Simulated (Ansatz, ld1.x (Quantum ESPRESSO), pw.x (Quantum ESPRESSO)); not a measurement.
Sc: one change to the TM potential, in the atom and in the bcc crystal

- Element: Sc
- Generator: ld1.x (Quantum ESPRESSO) 7.5
- Type: norm-conserving Troullier–Martins (Kleinman–Bylander form)
- Functional: PBE
- Relativity: scalar-relativistic
- Frozen core: [Ar]
- Valence charge: 3
- Reference configuration: 3d1 4s2 4p0
- Partial waves: 4s (bound): rc 3.20 bohr; 4p (bound, empty): rc 3.80 bohr; 3d (bound): rc 2.20 bohr
- Local potential: all-electron potential smoothed inside 2.95 bohr (lloc = -1)
- Core correction: a·sin(br)/r model core inside 1.20 bohr

Change: local potential all-electron potential smoothed inside 1.66 bohr (lloc = -1).

Cutoffs, loose and tight: the cutoffs (Ry, on a coarse ladder) from which the occupation-weighted sum of valence levels, in a spherical-Bessel basis at the reference potential, stays within 10 and 1 mRy of its value at 400 Ry. They do not see the model core or the augmentation charge, which bear on the density cutoff. Test errors are all-electron minus pseudo excitation energies from the reference, over the configurations 3d1 4s1 4p0; 3d1 4s0 4p0; 3d1 4s1.5 4p0; 3d1 4s0 4p1; 3d0 4s2 4p1; 3d0 4s2 4p0; 3d1 4s0 4p2; variants that change the core or the reference have their own tests.

Crystal test: bcc Sc in pw.x 7.5, no spin, 13³ k-points, Fermi–Dirac smearing 0.01 Ry, cutoffs set for each file from its atomic test. The reference is all-electron LAPW (Ansatz 0.2.0) with the same functional, mesh and smearing; V0 and B0 come from Birch–Murnaghan fits to the pressures at five volumes. Errors are pseudo minus all-electron; Δ is the rms difference of the E(V) curves that follow from these fits, minima aligned, over ±6 % about the mean V0. Mesh and smearing are coarse, so the numbers serve the comparison and aren't converged zero-temperature values; the lattice is a test structure that the element need not adopt.

All-electron: a0 = 3.685 Å (V0 = 25.02 Å³/atom), B0 = 52.2 GPa.

Question: Does the change bring the crystal closer to the all-electron result?

Answer: The mean pressure error goes from +0.40 to +24.42 GPa, so the change moves the solid further from the all-electron pressures.

| quantity | base | changed |
| --- | --- | --- |
| outcome (atom) | generated | generated |
| cutoff, loose (atom) | 40 Ry | 40 Ry |
| cutoff, tight (atom) | 50 Ry | 50 Ry |
| bound ghosts (atom) | none | s |
| largest test error (meV) (atom) | -266 | -308 over the solved tests; 1 of 7 tests not solved or not reliable |
| cutoffs in pw.x (Ry) | 60/240 | 60/240 |
| a0 (Å) | 3.694 | – |
| a0 error (%) | +0.24 | – |
| B0 error (%) | +3.1 | – |
| Δ (meV/atom) | 2.1 | – |
| mean pressure error (GPa) | +0.40 | +24.42 |

A dash: not determined, or the minimum lies outside the volumes sampled.

Base: The largest radius (3.80 bohr) exceeds half the bond length (3.01 bohr), so the spheres overlap, which is one possible source of error among others. The logarithmic derivative shows an extra or strongly shifted pseudo pole above the reference energy (s near 1.57 Ry). Changed file: The largest radius (3.80 bohr) exceeds half the bond length (3.01 bohr), so the spheres overlap, which is one possible source of error among others. This is a poor potential for the solid. Note: ghost state, extra bound levels that the all-electron valence spectrum of the same l lacks: s at -41.1 eV. A true bound ghost makes a file unfit for plane-wave use. Atomic configuration tests: 1 of 7 tests not solved or not reliable. The logarithmic derivative shows an extra or strongly shifted pseudo pole above the reference energy (p near 0.30 Ry). The atomic cutoffs weigh occupied waves only.
